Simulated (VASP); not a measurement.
Set up this calculation in VASP 6.6.1, as an ASE script.

| Item | Value |
| --- | --- |
| Task | single point |
| Functional | SCAN |
| Potentials or basis | VASP PAW PBE potentials, release 64 (Ta_pv, N) |
| Cutoff | 520 eV |
| k mesh | 10 × 10 × 6 |
| Occupations | gaussian, width 0.05 eV |
| Spin | no spin polarisation |
| Hubbard terms | Ta d U = 5.3 eV, J = 0.5 eV |
| LDAUTYPE | 2 |
| Hund's J | 0.5 |
| Further INCAR settings | ALGO = Normal; EDIFF = 1.00e-07; NBANDS = 20 |

Crystal: Ta2N.

```
Ta N
1.0
     3.11286    0.00000    0.00000
    -1.55643    2.69582    0.00000
     0.00000    0.00000    4.86984
Ta N
2 1
Cartesian
  0.0312 1.7971 1.2473
  1.5543 0.9057 3.6377
  0.0016 -0.0027 -0.0025
```

The cell comes from a database or a generator and needn't be the stable form of this composition.

The cell isn't the ideal one: atoms moved at random, drawn with an rms of 0.02 Å.

The input as run:

run.py

```python
from ase import Atoms
from ase.calculators.vasp import Vasp
from ase.dft.bandgap import bandgap

atoms = Atoms(
    ['Ta', 'Ta', 'N'],
    cell=[[3.112861506, 0.0, 0.0], [-1.556430753, 2.6958171426, 0.0], [0.0, 0.0, 4.869841]],
    scaled_positions=[[0.343331, 0.666637, 0.256133], [0.667314, 0.335977, 0.746994], [3e-06, -0.00102, -0.000519]],
    pbc=True,
)
calc = Vasp(
    directory='calc',
    xc='scan',
    pp='PBE',
    setups='recommended',
    prec='Accurate',
    encut=520,
    ediff=1e-07,
    ismear=0,
    sigma=0.05,
    lreal=False,
    lasph=True,
    nelm=60,
    algo='Normal',
    isif=2,
    lwave=False,
    lcharg=True,
    lmaxmix=4,
    ldautype=2,
    ldauprint=1,
    lmixtau=True,
    lelf=True,
    lvhar=True,
    ldau_luj={'Ta': {'L': 2, 'U': 5.3, 'J': 0.5}},
    kpts=[10, 10, 6],
    gamma=True,
    nbands=20,
)
atoms.calc = calc

print('energy (eV):', atoms.get_potential_energy())
print('free energy (eV):', atoms.get_potential_energy(force_consistent=True))
print('forces (eV/A):')
print(atoms.get_forces())
print('stress (eV/A^3, Voigt):', atoms.get_stress())
print('Fermi level (eV):', calc.get_fermi_level())
gap, top, bottom = bandgap(calc)
print('band gap (eV):', gap, 'from (spin, k, band)', top, 'to', bottom)
```

Potentials or basis: VASP PAW PBE potentials, release 64 (Ta_pv, N).

The run is started by

```sh
$ python run.py
```

Results of the run:

* Pressure: 4.9 GPa
* Largest force: 0.766 eV/Å
* Band gap on the k mesh: none (metal or under the smearing width)

Caveat: the PAW data sets were made with another functional, which shifts forces and pressure a little; U without spin polarisation on a metal has little footing.

Wall time 12 min on 1 thread of Intel(R) Xeon(R) Platinum 8488C (Sapphire Rapids) (shared host), peak memory 0.34 GiB.
